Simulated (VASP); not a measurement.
# Al (Fm-3m) in VASP: core levels with PBEsol

Aim: the core levels of Al with PBEsol.

Program: VASP 6.6.1. These are calculated values, not measurements. Logs are shortened: lines on timing, memory, paths and dates and some standing lists are left out, and cuts for length are marked.

## 1. The structure

Symmetry: Fm-3m, No. 225, cubic system. Conventional cell: a = 4.050 Å, b = 4.050 Å, c = 4.050 Å, α = 90.00°, β = 90.00°, γ = 90.00°. Al (site symmetry m-3m) is surrounded by 12 Al at 2.86 Å.

## 2. Core levels, PBEsol

The input, INCAR:

```
SYSTEM = Al
PREC = Accurate
ENCUT = 520
EDIFF = 1E-7
ISMEAR = -1
SIGMA = 0.05
LREAL = .False.
LASPH = .True.
NELM = 100
ALGO = Fast
ISIF = 2
LWAVE = .False.
LCHARG = .False.
GGA = PS
ICORELEVEL = 1
```

The input, KPOINTS:

```
Automatic mesh
0
Gamma
  14 14 14
  0 0 0
```

The input, POSCAR:

```
Al
1.0
    0.0000000000      2.0248050000      2.0248050000
    2.0248050000      0.0000000000      2.0248050000
    2.0248050000      2.0248050000      0.0000000000
Al
1
Direct
    0.0000000000      0.0000000000      0.0000000000
```

Potentials or basis: VASP PAW PBE potentials, release 64 (Al).

The run is started by

```bash
$ cat potpaw_PBE.64/Al/POTCAR > POTCAR
$ mpirun -np 1 vasp_std > vasp.out
```

OUTCAR:

```text
SYSTEM = Al
   PREC = Accurate
   ENCUT = 520
   EDIFF = 1E-7
   ISMEAR = -1
   LREAL = .False.
   LASPH = .True.
   NELM = 100
   ISIF = 2
   GGA = PS

 ion  position               nearest neighbor table
   1  0.000  0.000  0.000-

  LATTYP: Found a face centered cubic cell.
 ALAT       =     4.0496100000

  Lattice vectors:

 A1 = (   0.0000000000,   2.0248050000,   2.0248050000)
 A2 = (   2.0248050000,   0.0000000000,   2.0248050000)
 A3 = (   2.0248050000,   2.0248050000,   0.0000000000)

Analysis of symmetry for initial positions (statically):
=====================================================================
 Subroutine PRICEL returns:
 Original cell was already a primitive cell.

 Routine SETGRP: Setting up the symmetry group for a
 face centered cubic supercell.

 Subroutine GETGRP returns: Found 48 space group operations
 (whereof 48 operations were pure point group operations)
 out of a pool of 48 trial point group operations.

The static configuration has the point symmetry O_h .

Analysis of symmetry for dynamics (positions and initial velocities):
=====================================================================
 Subroutine PRICEL returns:
 Original cell was already a primitive cell.

 Routine SETGRP: Setting up the symmetry group for a
 face centered cubic supercell.

 Subroutine GETGRP returns: Found 48 space group operations
 (whereof 48 operations were pure point group operations)
 out of a pool of 48 trial point group operations.

The dynamic configuration has the point symmetry O_h .

 Subroutine INISYM returns: Found 48 space group operations
 (whereof 48 operations are pure point group operations),
 and found     1 'primitive' translations

----------------------------------------------------------------------------------------

                                     Primitive cell

  volume of cell :      16.6027

  direct lattice vectors                    reciprocal lattice vectors
     0.000000000  2.024805000  2.024805000    -0.246937359  0.246937359  0.246937359
     2.024805000  0.000000000  2.024805000     0.246937359 -0.246937359  0.246937359
     2.024805000  2.024805000  0.000000000     0.246937359  0.246937359 -0.246937359

[... 73 lines left out ...]
   ISTART =      0    job   : 0-new  1-cont  2-samecut
   ICHARG =      2    charge: 1-file 2-atom 10-const
   ISPIN  =      1    spin polarized calculation?
   LNONCOLLINEAR =      F non collinear calculations
   LSORBIT =      F    spin-orbit coupling
   LASPH  =      T    aspherical Exc in radial PAW
   ENCUT  =  520.0 eV  38.22 Ry    6.18 a.u.   5.32  5.32  5.32*2*pi/ulx,y,z
   NELM   =    100;   NELMIN=  2; NELMDL= -5     # of ELM steps
   EDIFF  = 0.1E-06   stopping-criterion for ELM
   LREAL  =      F    real-space projection
   EDIFFG = 0.1E-05   stopping-criterion for IOM
   NSW    =      0    number of steps for IOM
   IBRION =     -1    ionic relax: 0-MD 1-quasi-New 2-CG
   NFREE  =      0    steps in history (QN), initial steepest desc. (CG)
   ISIF   =      2    stress and relaxation
   ISYM   =      2    0-nonsym 1-usesym 2-fastsym
   POTIM  = 0.5000    time-step for ionic-motion
   TEBEG  =    0.0;   TEEND  =   0.0 temperature during run
   PSTRESS=    0.0 pullay stress
   NELECT =       3.0000    total number of electrons
   NUPDOWN=      -1.0000    fix difference up-down
   EMIN   =  10.00;   EMAX   =-10.00  energy-range for DOS
   EFERMI =   0.00;   METHOD = LEGACY
   ISMEAR =    -1;   SIGMA  =   0.05  broadening in eV -4-tet -1-fermi 0-gaus
   EFERMI_NEDOS =   21; number of points for ismear=-14 and -15
   IALGO  =     68    algorithm
   IMIX   =      4    mixing-type and parameters
     AMIX     =   0.40;   BMIX     =  1.00
     AMIX_MAG =   1.60;   BMIX_MAG =  1.00
  volume/ion in A,a.u.               =      16.60       112.04
  Fermi-wavevector in a.u.,A,eV,Ry     =   0.925526  1.748991 11.654733  0.856599
  Thomas-Fermi vector in A             =   2.051390
   LORBIT       =      0    0 simple, 1 ext, 2 COOP (PROOUT), +10 PAW based schemes
   GGA     = PS    functional components
   LHFCALC =     F    Hartree Fock is set to
   AEXX    =    0.0000 exact exchange contribution
   IVDW    =     0    specifies the selected vdW correction
   LEPSILON=     F    determine dielectric tensor
   LRPA    =     F    only Hartree local field effects (RPA)
 non-spin polarized calculation
 RMM-DIIS sequential band-by-band and
  energy-cutoff  :      520.00
  volume of cell :       16.60
 maximum number of plane-waves:       459
 NGX is ok and might be reduce to    24
   NGX = 11   NGY = 11   NGZ = 11

 number of electron       3.0000000 magnetization

 Free energy of the ion-electron system (eV)
  ---------------------------------------------------
  ext. energy  EPLUGINS =         0.00000000
  ---------------------------------------------------
  free energy    TOTEN  =        -4.08380935 eV

  energy without entropy =       -4.07961501  energy(sigma->0) =       -4.08171218

 the core state eigenenergies are
   1-  1s  -1498.3115  2s    -95.5265  2p    -56.9869

 E-fermi :   7.8543     XC(G=0): -10.2346

 val. band max:        7.8519409854   @ k =  -0.3571   0.4286   0.2143
 cond. band min:       7.8967617374   @ k =   0.5000   0.2857   0.0000
 fundamental gap:      0.0448207520
 Fermi energy:         7.8542772415

 k-point     1 :       0.0000    0.0000    0.0000
  band No.  band energies     occupation
      1      -3.2020      2.00000
      2      20.4457      0.00000
      3      20.4457      0.00000
      4      20.4457      0.00000
      5      21.8898      0.00000
[... 281 lines left out ...]
 k-point    37 :       0.5000    0.2143    0.0000
  band No.  band energies     occupation

------------------------ aborting loop because EDIFF is reached ----------------------------------------

  FORCE on cell =-STRESS in cart. coord.  units (eV):
  Direction    XX          YY          ZZ          XY          YZ          ZX
  --------------------------------------------------------------------------------------
  -------------------------------------------------------------------------------------
  Total       -0.2222010     -0.2222010     -0.2222010      0.0000000     -0.0000000      0.0000000
  in kB      -21.4425731    -21.4425731    -21.4425731      0.0000000     -0.0000000      0.0000000
  external PRESSURE =     -21.4425731 kB  Pullay stress =       0.0000000 kB

 VOLUME and BASIS-vectors are now :
 -----------------------------------------------------------------------------
  energy-cutoff  :      520.00
  volume of cell :       16.60
      direct lattice vectors                 reciprocal lattice vectors
     0.000000000  2.024805000  2.024805000    -0.246937359  0.246937359  0.246937359
     2.024805000  0.000000000  2.024805000     0.246937359 -0.246937359  0.246937359
     2.024805000  2.024805000  0.000000000     0.246937359  0.246937359 -0.246937359

 POSITION                                       TOTAL-FORCE (eV/Angst)
 -----------------------------------------------------------------------------------
      0.00000      0.00000      0.00000         0.000000      0.000000      0.000000
 -----------------------------------------------------------------------------------
    total drift:                                0.000000     -0.000000      0.000000

  FREE ENERGIE OF THE ION-ELECTRON SYSTEM (eV)
  ---------------------------------------------------
  free  energy   TOTEN  =        -4.0838093475 eV

  energy  without entropy=       -4.0796150078  energy(sigma->0) =       -4.08171218
```

OSZICAR:

```text
N       E                     dE             d eps       ncg     rms          rms(c)
DAV:   1    -0.196988597148E+01   -0.19699E+01   -0.91540E+02  1100   0.336E+02
DAV:   2    -0.409496902032E+01   -0.21251E+01   -0.20443E+01  1360   0.320E+01
DAV:   3    -0.411252068393E+01   -0.17552E-01   -0.16774E-01  1375   0.326E+00
DAV:   4    -0.411259147634E+01   -0.70792E-04   -0.70594E-04  1405   0.186E-01
DAV:   5    -0.411259183034E+01   -0.35400E-06   -0.35459E-06  1385   0.121E-02    0.138E+00
RMM:   6    -0.409540287663E+01    0.17189E-01   -0.18211E-03  1044   0.315E-01    0.800E-01
RMM:   7    -0.408379880572E+01    0.11604E-01   -0.52586E-03  1116   0.527E-01    0.135E-01
RMM:   8    -0.408380701662E+01   -0.82109E-05   -0.19058E-04  1130   0.132E-01    0.292E-02
RMM:   9    -0.408381037809E+01   -0.33615E-05   -0.34294E-05  1165   0.583E-02    0.159E-02
RMM:  10    -0.408381001551E+01    0.36258E-06   -0.67450E-06  1193   0.258E-02    0.172E-02
RMM:  11    -0.408380945651E+01    0.55900E-06   -0.13739E-06  1190   0.104E-02    0.703E-03
RMM:  12    -0.408380932062E+01    0.13588E-06   -0.39785E-07  1129   0.606E-03    0.163E-04
RMM:  13    -0.408380934748E+01   -0.26859E-07   -0.78933E-08   799   0.254E-03
   1 F= -.40838093E+01 E0= -.40817122E+01  d E =-.419434E-02
```

Run time: 6.6 s. Hardware: 1 thread of Intel Xeon Platinum 8259CL at 2.50GHz (Skylake/Cascade Lake), shared host; peak memory 0.13 GiB.

Results:

```
Free energy            : -4.0838 eV
Pressure               : -2.1 GPa
Band gap on the k mesh : none (metal or under the smearing width)
```

Core levels (eV, on the scale of the bands):
| atom | levels |
| --- | --- |
| 1 Al | 1s -1498.3, 2s -95.5, 2p -57.0 |

Caveat: the PAW data sets were made with another functional, which shifts forces and pressure a little.
